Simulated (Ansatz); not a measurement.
# TiO: how settings move the results

The task, for TiO: see how the k-point mesh moves the results.

Program: Ansatz 0.2.0. Level of theory: DFT PBEsol, scalar-relativistic, plane waves, PAW. These are calculated values, not measurements.

3 further runs of the same task are left out: 2 for a known fault of the program, 1 set aside as unsound or not needed.

## (1) The system as given

It takes space group P-6m2 (No. 187, hexagonal). The conventional cell has a = 3.031 Å, b = 3.031 Å, c = 3.238 Å, α = 90.00°, β = 90.00°, γ = 120.00°. Ti (site symmetry -6m2) is surrounded by 6 O at 2.38 Å. O (site symmetry -6m2) is surrounded by 6 Ti at 2.38 Å.

As a file:

```
Ti O
1.0
     3.03100    0.00000    0.00000
    -1.51550    2.62492    0.00000
     0.00000    0.00000    3.23770
Ti O
1 1
Direct
  0.66667 0.33333 0.00000
  0.00000 0.00000 0.50000
```

Source of the structure: the Crystallography Open Database. It is taken as it stands there.

## (2) The base input

input.yaml reads:

```yaml
crystal:
  lattice:
    - [3.0309987015, 0.0, 0.0]
    - [-1.5154993507, 2.6249218743, 0.0]
    - [0.0, 0.0, 3.2377]
  atoms:
    - { symbol: Ti, position: [0.6666666667, 0.3333333333, 0.0] }
    - { symbol: O, position: [0.0, 0.0, 0.5] }
basis:
  ecutwfc: 420
kpoints:
  mp_grid: { grid: [18, 18, 14] }
hamiltonian:
  xc: pbesol
scf:
  occupations: { method: gaussian, width: 0.1 }
output:
  forces: true
  stress: true
  eigenvalues: true
  populations: true
  write_density: true
  write_potential: true
  elf: true
  volumetric_format: npy
```

It was run beforehand and gave: -1518.0869 eV/atom at zero smearing, pressure -40.40 GPa, largest force 0.000 eV/Å, no gap on the mesh, in 6 SCF cycles and 11 s.

## (3) K-point mesh set to 1×1×1

input.yaml reads:

```yaml
crystal:
  lattice:
    - [3.0309987015, 0.0, 0.0]
    - [-1.5154993507, 2.6249218743, 0.0]
    - [0.0, 0.0, 3.2377]
  atoms:
    - { symbol: Ti, position: [0.6666666667, 0.3333333333, 0.0] }
    - { symbol: O, position: [0.0, 0.0, 0.5] }
basis:
  ecutwfc: 420
kpoints:
  mp_grid: { grid: [1, 1, 1] }
hamiltonian:
  xc: pbesol
scf:
  occupations: { method: gaussian, width: 0.1 }
output:
  forces: true
  stress: true
  eigenvalues: true
```

Command:

```
> ansatz run input.yaml --threads 1 --pin off --max-ram 2560MiB --backend cpu --events-out ev --progress --plain --runs-dir out
```

## (4) K-point mesh set to 3×3×2

input.yaml: that of step 3 with these lines changed.

```diff
@@ -11,3 +11,3 @@
 kpoints:
-  mp_grid: { grid: [1, 1, 1] }
+  mp_grid: { grid: [3, 3, 2] }
 hamiltonian:
```

## (5) K-point mesh set to 3×3×4

input.yaml: that of step 4 with these lines changed.

```diff
@@ -11,3 +11,3 @@
 kpoints:
-  mp_grid: { grid: [3, 3, 2] }
+  mp_grid: { grid: [3, 3, 4] }
 hamiltonian:
```

## (6) K-point mesh set to 6×6×4

input.yaml: that of step 5 with these lines changed.

```diff
@@ -11,3 +11,3 @@
 kpoints:
-  mp_grid: { grid: [3, 3, 4] }
+  mp_grid: { grid: [6, 6, 4] }
 hamiltonian:
```

## (7) K-point mesh set to 6×6×6

input.yaml: that of step 6 with these lines changed.

```diff
@@ -11,3 +11,3 @@
 kpoints:
-  mp_grid: { grid: [6, 6, 4] }
+  mp_grid: { grid: [6, 6, 6] }
 hamiltonian:
```

## (8) K-point mesh set to 12×12×8

input.yaml: that of step 7 with these lines changed.

```diff
@@ -11,3 +11,3 @@
 kpoints:
-  mp_grid: { grid: [6, 6, 6] }
+  mp_grid: { grid: [12, 12, 8] }
 hamiltonian:
```

## (9) K-point mesh set to 12×12×10

input.yaml: that of step 8 with these lines changed.

```diff
@@ -11,3 +11,3 @@
 kpoints:
-  mp_grid: { grid: [12, 12, 8] }
+  mp_grid: { grid: [12, 12, 10] }
 hamiltonian:
```

## (10) K-point mesh set to 18×18×12

input.yaml: that of step 9 with these lines changed.

```diff
@@ -11,3 +11,3 @@
 kpoints:
-  mp_grid: { grid: [12, 12, 10] }
+  mp_grid: { grid: [18, 18, 12] }
 hamiltonian:
```

## (11) K-point mesh: 24×24×16

input.yaml: that of step 10 with these lines changed.

```diff
@@ -11,3 +11,3 @@
 kpoints:
-  mp_grid: { grid: [18, 18, 12] }
+  mp_grid: { grid: [24, 24, 16] }
 hamiltonian:
```

## (12) K-point mesh: 24×24×18

input.yaml: that of step 11 with these lines changed.

```diff
@@ -11,3 +11,3 @@
 kpoints:
-  mp_grid: { grid: [24, 24, 16] }
+  mp_grid: { grid: [24, 24, 18] }
 hamiltonian:
```

## (13) K-point mesh: 24×24×22

input.yaml: that of step 12 with these lines changed.

```diff
@@ -11,3 +11,3 @@
 kpoints:
-  mp_grid: { grid: [24, 24, 18] }
+  mp_grid: { grid: [24, 24, 22] }
 hamiltonian:
```

(Steps that only read results are left out.)

What results come out of these runs, taken together?

**Answer**, as computed:

| quantity | value |
| --- | --- |
| k-point mesh: within 10 and 1 meV/atom of 24×24×22 from | 6×6×4 for 10; 12×12×8 for 1 |

What this shows: For the k-point mesh, the energy stays within 1 meV/atom of the reference from 12×12×8 on, at about 0.14 of the reference's time. That is measured against the best run here, which may itself be short of the limit. The gaps on the coarsest meshes are artefacts of sampling: the crystal is a metal on the dense ones. The error changes sign along the series, since a k mesh isn't variational, and a metal needs dense meshes to resolve its Fermi surface. The listed cell is far from this method's equilibrium (-40.4 GPa, forces up to 0.00 eV/Å), so its values are not those of the relaxed crystal. Spin polarisation is off in the runs that give these values; a magnetic solution could lie lower.

Counted by bands, a gap of 0.02 eV stays open on the mesh in 9 runs that read as metallic: the smearing reaches across it.
